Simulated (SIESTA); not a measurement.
The system is LiCl.

```
Cl Li
1.0
     0.00000    2.56477    2.56477
     2.56477    0.00000    2.56477
     2.56477    2.56477    0.00000
Cl Li
1 1
Cartesian
  2.5648 2.5648 2.5648
  0.0000 0.0000 0.0000
```

Program: SIESTA 5.4.2. Alike in all runs: no spin polarisation; cell as given; smearing fermi-dirac 0.05 eV; grid cutoff 800 Ry; energy shift 0.003 Ry.

Problem. Order these runs on this cell by their pressure, lowest first.
A. level PBEsol; potentials or basis PseudoDojo 0.4 standard (PBEsol files), DZP (energy shift 0.003 Ry; two zetas on semicore shells); k mesh 7 × 7 × 7; wannier functions 3; bands left out below 2; projections ["Cl:p"]; wannier mesh 5 × 5 × 5
B. level BLYP; potentials or basis PseudoDojo 0.4 standard (PBE files), DZP (energy shift 0.003 Ry; two zetas on semicore shells); k mesh 9 × 9 × 9
C. level PBE; potentials or basis PseudoDojo 0.4 standard (PBE files), DZP (energy shift 0.003 Ry; two zetas on semicore shells); k mesh 9 × 9 × 9
D. level LDA; potentials or basis PseudoDojo 0.4 standard (LDA files), DZP (energy shift 0.003 Ry; two zetas on semicore shells); k mesh 9 × 9 × 9

Solution. D (-2.9 GPa), A (-0.9 GPa), C (0.7 GPa), B (2.5 GPa).

Caveats: the basis of atomic orbitals isn't converged, which shifts pressures, moduli and gaps; the potentials were made for another functional, which shifts forces and pressure (some runs).
